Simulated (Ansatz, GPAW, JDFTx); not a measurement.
# LiCl: 3 runs at one level of theory

```
Cl Li
1.0
     0.00000    2.56477    2.56477
     2.56477    0.00000    2.56477
     2.56477    2.56477    0.00000
Cl Li
1 1
Direct
  0.50000 0.50000 0.50000
  0.00000 0.00000 0.00000
```

Alike in all runs: task single point; functional LDA; k mesh 9 × 9 × 9; occupations gaussian, width 0.1 eV; no spin polarisation; no spin-orbit coupling. LDA stands for any of its common fits. Pressure is positive in compression and, in plane waves, holds the error of the finite cutoff.

```
                                                    program and potentials  plane-wave cutoff (eV)                                   notes  pressure (GPa)
               JDFTx, PseudoDojo-SR-LDA-0.4.1-standard with smoothed tails                    1007  5 valence electrons an atom on average           -3.25
GPAW, the program's PAW data sets (release 1.2.1) made for this functional                     800  4 valence electrons an atom on average           -2.84
                            Ansatz, all-electron LAPW, scalar-relativistic                       -                                       -           -3.22
```

The pressure spans -3.25 (JDFTx, PseudoDojo-SR-LDA-0.4.1-standard with smoothed tails) to -2.84 GPa (GPAW, the program's PAW data sets (release 1.2.1) made for this functional), with all-electron results at -3.22.

The functional is the same throughout but for its coding, so the spread measures potentials, basis and numerics; runs on potential files found faulty are left out.
